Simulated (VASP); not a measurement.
# Si (P6/mmm) in VASP: a series of runs

One crystal, Si, is run at these levels: PBE; tasks: single point.

Program: VASP 6.6.1. These are calculated values, not measurements. Logs are shortened: lines on timing, memory, paths and dates and some standing lists are left out, and cuts for length are marked.

## Step 1: The cell of the first run

Symmetry: P6/mmm, No. 191, hexagonal system. The conventional cell has a = 2.601 Å, b = 2.601 Å, c = 2.596 Å, α = 90.00°, β = 90.00°, γ = 120.00°. Around Si (site symmetry 6/mmm) lie 8 Si at 2.60 Å.

This isn't the form of Si at room conditions, which is diamond.

## Step 2: Single point, PBE (strained and moved within a subgroup)

INCAR reads:

```
ALGO = Fast
EDIFF = 1E-7
ENCUT = 520
GGA = PE
ISIF = 2
ISMEAR = 0
LASPH = T
LCHARG = T
LELF = T
LREAL = F
LVHAR = T
LWAVE = F
NBANDS = 8
NELM = 60
PREC = Accurate
SIGMA = 0.1
```

KPOINTS reads:

```
k-points
0
Gamma
  18 18 16
```

POSCAR reads:

```
Si
1.0
    2.6009935655      0.0000000000      0.0000000000
   -1.3004967828      2.2525265028      0.0000000000
    0.0000000000      0.0000000000      2.5959366497
Si
1
Direct
    0.0000000000      0.0000000000      0.0000000000
```

Potentials or basis: VASP PAW PBE potentials, release 64 (Si).

Run with:

```
> cat potpaw_PBE.64/Si/POTCAR > POTCAR
> mpirun -np 1 vasp_std > vasp.out
```

OUTCAR:

```text
EDIFF = 1E-7
   ENCUT = 520
   GGA = PE
   ISIF = 2
   ISMEAR = 0
   LASPH = T
   LREAL = F
   NELM = 60
   PREC = Accurate

 ion  position               nearest neighbor table
   1  0.000  0.000  0.000-

  LATTYP: Found a hexagonal cell.
 ALAT       =     2.6009935655
 C/A-ratio  =     0.9980557754

  Lattice vectors:

 A1 = (   2.6009935655,   0.0000000000,   0.0000000000)
 A2 = (  -1.3004967828,   2.2525265028,   0.0000000000)
 A3 = (   0.0000000000,   0.0000000000,   2.5959366497)

Analysis of symmetry for initial positions (statically):
=====================================================================
 Subroutine PRICEL returns:
 Original cell was already a primitive cell.

 Routine SETGRP: Setting up the symmetry group for a
 hexagonal supercell.

 Subroutine GETGRP returns: Found 24 space group operations
 (whereof 24 operations were pure point group operations)
 out of a pool of 24 trial point group operations.

The static configuration has the point symmetry D_6h.

Analysis of symmetry for dynamics (positions and initial velocities):
=====================================================================
 Subroutine PRICEL returns:
 Original cell was already a primitive cell.

 Routine SETGRP: Setting up the symmetry group for a
 hexagonal supercell.

 Subroutine GETGRP returns: Found 24 space group operations
 (whereof 24 operations were pure point group operations)
 out of a pool of 24 trial point group operations.

The dynamic configuration has the point symmetry D_6h.

 Subroutine INISYM returns: Found 24 space group operations
 (whereof 24 operations are pure point group operations),
 and found     1 'primitive' translations

----------------------------------------------------------------------------------------

                                     Primitive cell

  volume of cell :      15.2091

  direct lattice vectors                    reciprocal lattice vectors
     2.600993566  0.000000000  0.000000000     0.384468464  0.221972971  0.000000000
    -1.300496783  2.252526503  0.000000000     0.000000000  0.443945942  0.000000000
     0.000000000  0.000000000  2.595936650     0.000000000  0.000000000  0.385217413

  length of vectors
     2.600993566  2.600993566  2.595936650     0.443945942  0.443945942  0.385217413

  position of ions in fractional coordinates (direct lattice)
     0.000000000  0.000000000  0.000000000

  ion indices of the primitive-cell ions
   primitive index   ion index
                 1           1

----------------------------------------------------------------------------------------

 KPOINTS: k-points

Automatic generation of k-mesh.
 Grid dimensions read from file:
 generate k-points for:   18   18   16

 Generating k-lattice:

  Cartesian coordinates                     Fractional coordinates (reciprocal lattice)
     0.021359359  0.012331832  0.000000000     0.055555556  0.000000000  0.000000000
     0.000000000  0.024663663  0.000000000     0.000000000  0.055555556  0.000000000
     0.000000000  0.000000000  0.024076088     0.000000000  0.000000000  0.062500000

  Length of vectors
     0.024663663  0.024663663  0.024076088

  Shift w.r.t. Gamma in fractional coordinates (k-lattice)
     0.000000000  0.000000000  0.000000000

 Subroutine IBZKPT returns following result:
 ===========================================

 Found    333 irreducible k-points:

 Following reciprocal coordinates:
            Coordinates               Weight
  0.000000  0.000000  0.000000      1.000000
  0.055556 -0.000000  0.000000      6.000000
  0.111111 -0.000000  0.000000      6.000000
  0.166667 -0.000000  0.000000      6.000000
  0.222222  0.000000  0.000000      6.000000
  0.277778 -0.000000  0.000000      6.000000
[... 16 lines left out ...]
  0.333333  0.111111  0.000000     12.000000
  0.388889  0.111111  0.000000     12.000000
 [... further k-points ...]
   k-points           NKPTS =    333   k-points in BZ     NKDIM =    333   number of bands    NBANDS=      8
   number of dos      NEDOS =    301   number of ions     NIONS =      1
   total plane-waves  NPLWV =   8000
   dimension x,y,z NGX =    20 NGY =   20 NGZ =   20
   dimension x,y,z NGXF=    40 NGYF=   40 NGZF=   40
   ions per type =               1
   NGX,Y,Z   is equivalent  to a cutoff of  12.78, 12.78, 12.81 a.u.
   NGXF,Y,Z  is equivalent  to a cutoff of  25.57, 25.57, 25.62 a.u.
 SYSTEM =  unknown system
   PREC   = accura    normal or accurate (medium, high low for compatibility)
   ISTART =      0    job   : 0-new  1-cont  2-samecut
   ICHARG =      2    charge: 1-file 2-atom 10-const
   ISPIN  =      1    spin polarized calculation?
   LNONCOLLINEAR =      F non collinear calculations
   LSORBIT =      F    spin-orbit coupling
   LASPH  =      T    aspherical Exc in radial PAW
   ENCUT  =  520.0 eV  38.22 Ry    6.18 a.u.   4.84  4.84  4.83*2*pi/ulx,y,z
   NELM   =     60;   NELMIN=  2; NELMDL= -5     # of ELM steps
   EDIFF  = 0.1E-06   stopping-criterion for ELM
   LREAL  =      F    real-space projection
   EDIFFG = 0.1E-05   stopping-criterion for IOM
   NSW    =      0    number of steps for IOM
   IBRION =     -1    ionic relax: 0-MD 1-quasi-New 2-CG
   NFREE  =      0    steps in history (QN), initial steepest desc. (CG)
   ISIF   =      2    stress and relaxation
   ISYM   =      2    0-nonsym 1-usesym 2-fastsym
   POTIM  = 0.5000    time-step for ionic-motion
   TEBEG  =    0.0;   TEEND  =   0.0 temperature during run
   PSTRESS=    0.0 pullay stress
   NELECT =       4.0000    total number of electrons
   NUPDOWN=      -1.0000    fix difference up-down
   EMIN   =  10.00;   EMAX   =-10.00  energy-range for DOS
   EFERMI =   0.00;   METHOD = LEGACY
   ISMEAR =     0;   SIGMA  =   0.10  broadening in eV -4-tet -1-fermi 0-gaus
   EFERMI_NEDOS =   21; number of points for ismear=-14 and -15
   IALGO  =     68    algorithm
   IMIX   =      4    mixing-type and parameters
     AMIX     =   0.40;   BMIX     =  1.00
     AMIX_MAG =   1.60;   BMIX_MAG =  1.00
  volume/ion in A,a.u.               =      15.21       102.64
  Fermi-wavevector in a.u.,A,eV,Ry     =   1.048883  1.982102 14.968527  1.100156
  Thomas-Fermi vector in A             =   2.183823
   LORBIT       =      0    0 simple, 1 ext, 2 COOP (PROOUT), +10 PAW based schemes
   GGA     = PE    functional components
   LHFCALC =     F    Hartree Fock is set to
   AEXX    =    0.0000 exact exchange contribution
   IVDW    =     0    specifies the selected vdW correction
   LEPSILON=     F    determine dielectric tensor
   LRPA    =     F    only Hartree local field effects (RPA)
 non-spin polarized calculation
 RMM-DIIS sequential band-by-band and
 Gauss-broadening in eV      SIGMA  =   0.10
  energy-cutoff  :      520.00
  volume of cell :       15.21
 maximum number of plane-waves:       429
 NGX is ok and might be reduce to    20
   NGX =  9   NGY =  9   NGZ =  9

 number of electron       4.0000000 magnetization

 Free energy of the ion-electron system (eV)
  ---------------------------------------------------
  ext. energy  EPLUGINS =         0.00000000
  ---------------------------------------------------
  free energy    TOTEN  =        -5.09071599 eV

  energy without entropy =       -5.08877342  energy(sigma->0) =       -5.08974470

 E-fermi :   9.2016     XC(G=0): -10.9174

 val. band max:        9.1799187050   @ k =   0.2222   0.1667   0.0625
 cond. band min:       9.2189777537   @ k =   0.2222   0.2222   0.1250
 fundamental gap:      0.0390590487
 Fermi energy:         9.2015763839

 k-point     1 :       0.0000    0.0000    0.0000
  band No.  band energies     occupation
      1      -4.6354      2.00000
      2      15.2845      0.00000
      3      16.0249      0.00000
      4      20.3105      0.00000
      5      20.3105      0.00000
      6      21.9547      0.00000
      7      21.9547      0.00000
      8      27.3813      0.00000

 k-point     2 :       0.0556   -0.0000    0.0000
  band No.  band energies     occupation
      1      -4.5472      2.00000
      2      15.3598      0.00000
      3      15.9105      0.00000
      4      19.3586      0.00000
      5      19.6091      0.00000
      6      22.0208      0.00000
      7      22.8075      0.00000
      8      28.3148      0.00000

 k-point     3 :       0.1111   -0.0000    0.0000
  band No.  band energies     occupation
      1      -4.2828      2.00000
      2      15.2958      0.00000
      3      15.5852      0.00000
      4      17.9537      0.00000
      5      18.5725      0.00000
      6      21.8315      0.00000
      7      24.2968      0.00000
      8      29.4904      0.00000

 k-point     4 :       0.1667   -0.0000    0.0000
  band No.  band energies     occupation
      1      -3.8431      2.00000
      2      13.7365      0.00000
      3      15.9600      0.00000
      4      17.2816      0.00000
      5      17.6211      0.00000
      6      21.5950      0.00000
      7      25.9979      0.00000
      8      30.5146      0.00000

 k-point     5 :       0.2222    0.0000    0.0000
  band No.  band energies     occupation
      1      -3.2294      2.00000
      2      11.7106      0.00000
      3      16.4820      0.00000
      4      16.8034      0.00000
      5      17.0154      0.00000
      6      21.5727      0.00000
      7      27.8525      0.00000
      8      29.7436      0.00000

 k-point     6 :       0.2778   -0.0000    0.0000
  band No.  band energies     occupation
      1      -2.4436      2.00000
      2       9.6348      0.00000
      3      16.1303      0.00000
      4      16.7902      0.00000
      5      17.1473      0.00000
      6      21.8772      0.00000
      7      27.9924      0.00000
      8      29.8306      0.00000

 k-point     7 :       0.3333   -0.0000    0.0000
  band No.  band energies     occupation
      1      -1.4886      2.00000
      2       7.6334      2.00000
      3      15.6055      0.00000
      4      16.5537      0.00000
      5      17.9470      0.00000
      6      22.5077      0.00000
      7      26.3019      0.00000
      8      30.4124      0.00000
[... 133 lines left out ...]
 k-point    20 :       0.1667    0.1111    0.0000
  band No.  band energies     occupation
      1      -2.9670      2.00000
      2      11.8689      0.00000
      3      13.5571      0.00000
      4      16.7047      0.00000
      5      18.9394      0.00000
      6      23.1353      0.00000
      7      26.1907      0.00000
      8      29.5726      0.00000

 k-point    21 :       0.2222    0.1111    0.0000
  band No.  band energies     occupation
      1      -2.1824      2.00000
      2       9.8586      0.00000
      3      12.7941      0.00000
      4      17.3675      0.00000
      5      19.2934      0.00000
      6      23.1028      0.00000
      7      27.8256      0.00000
      8      28.0143      0.00000

 k-point    22 :       0.2778    0.1111    0.0000
  band No.  band energies     occupation
      1      -1.2287      2.00000
      2       7.8733      2.00000
      3      12.2403      0.00000
      4      18.1629      0.00000
      5      19.5405      0.00000
      6      23.3495      0.00000
      7      26.4287      0.00000
      8      29.2831      0.00000

 k-point    23 :       0.3333    0.1111    0.0000
  band No.  band energies     occupation
      1      -0.1101      2.00000
      2       5.9973      2.00000
      3      11.8496      0.00000
      4      19.0655      0.00000
      5      19.6385      0.00000
      6      23.9888      0.00000
      7      24.9196      0.00000
      8      29.0204      0.00000

 k-point    24 :       0.3889    0.1111    0.0000
  band No.  band energies     occupation
      1       1.1636      2.00000
      2       4.2637      2.00000
      3      11.6155      0.00000
      4      19.6484      0.00000
      5      19.9861      0.00000
      6      23.6208      0.00000
      7      24.9550      0.00000
      8      27.6998      0.00000

 [... further k-points ...]

------------------------ aborting loop because EDIFF is reached ----------------------------------------

  FORCE on cell =-STRESS in cart. coord.  units (eV):
  Direction    XX          YY          ZZ          XY          YZ          ZX
  --------------------------------------------------------------------------------------
  -------------------------------------------------------------------------------------
  Total        0.4018010      0.4018010     -1.0128674     -0.0000000      0.0000000      0.0000000
  in kB       42.3270809     42.3270809   -106.6988878     -0.0000000      0.0000000      0.0000000
  external PRESSURE =      -7.3482420 kB  Pullay stress =       0.0000000 kB

 VOLUME and BASIS-vectors are now :
 -----------------------------------------------------------------------------
  energy-cutoff  :      520.00
  volume of cell :       15.21
      direct lattice vectors                 reciprocal lattice vectors
     2.600993566  0.000000000  0.000000000     0.384468464  0.221972971  0.000000000
    -1.300496783  2.252526503  0.000000000     0.000000000  0.443945942  0.000000000
     0.000000000  0.000000000  2.595936650     0.000000000  0.000000000  0.385217413

 POSITION                                       TOTAL-FORCE (eV/Angst)
 -----------------------------------------------------------------------------------
      0.00000      0.00000      0.00000        -0.000000      0.000000      0.000000
 -----------------------------------------------------------------------------------
    total drift:                               -0.000000      0.000000     -0.000000

  FREE ENERGIE OF THE ION-ELECTRON SYSTEM (eV)
  ---------------------------------------------------
  free  energy   TOTEN  =        -5.0907159917 eV

  energy  without entropy=       -5.0887734157  energy(sigma->0) =       -5.08974470
```

Run time: 29 s. Hardware: 1 thread of AMD EPYC 7R13 (Zen 3), shared host; peak memory 0.12 GiB.

Results:

```yaml
Free_energy: -5.0907 eV
Pressure: -0.7 GPa
Band_gap_on_the_k_mesh: none (metal or under the smearing width)
```

Stress tensor (GPa, compression positive):
```
  4.23   0.00   0.00
  0.00   4.23   0.00
  0.00   0.00 -10.67
```

Levels at points of the mesh, in eV from the Fermi level:
```csv
k point,band 1,band 2,band 3,band 4,band 5,band 6
"(0.00, 0.00, 0.00)",-13.84,6.08,6.82,11.11,11.11,12.75
"(0.50, 0.00, 0.00)",-7.11,-6.53,5.73,6.95,11.13,13.52
"(0.00, 0.00, 0.50)",-9.81,-7.00,13.97,13.97,14.90,14.90
"(0.50, 0.00, 0.50)",-3.39,-2.37,-1.64,1.65,8.65,12.04
```

## Step 3: Single point, PBE (strained and moved within a subgroup)

INCAR reads:

```
PREC     = Accurate       # precision mode
ENCUT    = 520            # plane-wave cutoff, eV
EDIFF    = 1E-7           # SCF threshold, eV
ISMEAR   = 0              # smearing method
SIGMA    = 0.1            # smearing width, eV
LREAL    = False          # projectors in reciprocal space
LASPH    = True           # aspherical terms in the spheres
NELM     = 80             # most SCF steps
ALGO     = Fast           # electronic algorithm
ISIF     = 2              # what is computed and relaxed
LWAVE    = False          # write WAVECAR
LCHARG   = False          # write CHGCAR
GGA      = PE             # functional
NBANDS   = 8              # bands
```

KPOINTS reads:

```
Automatic mesh
0
Gamma
  18 18 16
```

POSCAR reads:

```
Si
1.0
    2.6942586843      0.0000000000      0.0000000000
   -1.3471293422      2.3332964649      0.0000000000
    0.0000000000      0.0000000000      2.4617423073
Si
1
Direct
    0.0000000000      0.0000000000      0.0000000000
```

Potentials or basis: VASP PAW PBE potentials, release 64 (Si).

Run with:

```
> cat potpaw_PBE.64/Si/POTCAR > POTCAR
> mpirun -np 1 vasp_std > vasp.out
```

It took 23 s on 1 thread of AMD EPYC 7R13 (Zen 3), shared host; peak memory 0.11 GiB.

The run converged. Its results:

```
Free energy            : -5.1084 eV
Pressure               : -2.0 GPa
Band gap on the k mesh : none (metal or under the smearing width)
```

Stress tensor (GPa, compression positive):
```
-3.63  0.00  0.00
 0.00 -3.63  0.00
 0.00  0.00  1.15
```

Levels at points of the mesh, in eV from the Fermi level:
```tsv
k point	band 1	band 2	band 3	band 4	band 5	band 6
(0.00, 0.00, 0.00)	-13.69	7.68	8.51	9.24	9.24	11.74
(0.50, 0.00, 0.00)	-7.75	-6.53	4.53	6.21	12.86	15.60
(0.00, 0.00, 0.50)	-8.68	-6.86	12.90	12.90	14.66	14.66
(0.50, 0.00, 0.50)	-2.55	-2.26	-1.91	1.66	8.27	11.85
```

## Step 4: Single point, PBE (strained and moved within the space group)

INCAR reads:

```
PREC = Accurate
ENCUT = 520
EDIFF = 1E-6
ISMEAR = 0
SIGMA = 0.1
LREAL = False
LASPH = True
NELM = 100
ALGO = Normal
ISIF = 2
LWAVE = False
LCHARG = False
GGA = PE
NBANDS = 8
```

KPOINTS reads:

```
regular mesh
0
Gamma
  18 18 16
```

POSCAR reads:

```
Si
1.0
    2.6833048153      0.0000000000      0.0000000000
   -1.3416524077      2.3238101362      0.0000000000
    0.0000000000      0.0000000000      2.5624188935
Si
1
Direct
    0.0000000000      0.0000000000      0.0000000000
```

Run with:

```
> cat potpaw_PBE.64/Si/POTCAR > POTCAR
> mpirun -np 1 vasp_std > vasp.out
```

Run time: 20 s. Hardware: 1 thread of AMD EPYC 7R13 (Zen 3), shared host; peak memory 0.11 GiB.

The run converged. Its results:

| Item | Value |
| --- | --- |
| Free energy | -5.0998 eV |
| Pressure | -5.4 GPa |
| Band gap on the k mesh | none (metal or under the smearing width) |

Stress tensor (GPa, compression positive):
```
-4.48  0.00  0.00
 0.00 -4.48  0.00
 0.00  0.00 -7.36
```

Levels at points of the mesh, in eV from the Fermi level:
| k point | band 1 | band 2 | band 3 | band 4 | band 5 | band 6 |
| --- | --- | --- | --- | --- | --- | --- |
| (0.00, 0.00, 0.00) | -13.43 | 6.98 | 7.27 | 9.72 | 9.72 | 12.07 |
| (0.50, 0.00, 0.00) | -7.35 | -6.30 | 4.91 | 6.53 | 11.43 | 14.28 |
| (0.00, 0.00, 0.50) | -9.12 | -6.69 | 12.77 | 12.77 | 14.50 | 14.50 |
| (0.50, 0.00, 0.50) | -2.90 | -2.31 | -1.91 | 1.78 | 8.06 | 11.59 |
